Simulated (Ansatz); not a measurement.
Ge:

```
Ge
1.0
     0.00000    2.82891    2.82891
     2.82891    0.00000    2.82891
     2.82891    2.82891    0.00000
Ge
2
Direct
  0.75000 0.75000 0.75000
  0.50000 0.50000 0.50000
```

Base run:

| Property | Result |
| --- | --- |
| Program | Ansatz 0.2.0 |
| Functional | PBE |
| Potentials or basis | all-electron LAPW, scalar-relativistic |
| Cutoff | 316 eV (chosen from the basis error) |
| Basis error allowed | 0.001 eV/atom |
| k mesh | 8 × 8 × 8 |
| Occupations | gaussian, width 0.019 eV |
| Spin | no spin polarisation |

Its results: band gap on the k mesh 0.04 eV, direct; pressure 3.6 GPa.

Task: The run is repeated on the same cell with these changes: functional from PBE to RPBE; occupations from gaussian, width 0.019 eV to gaussian, width 0.1 eV. What comes out?

Result: Band gap on the k mesh 0.15 eV, direct; pressure 5.4 GPa.

A k mesh can miss the band edges.
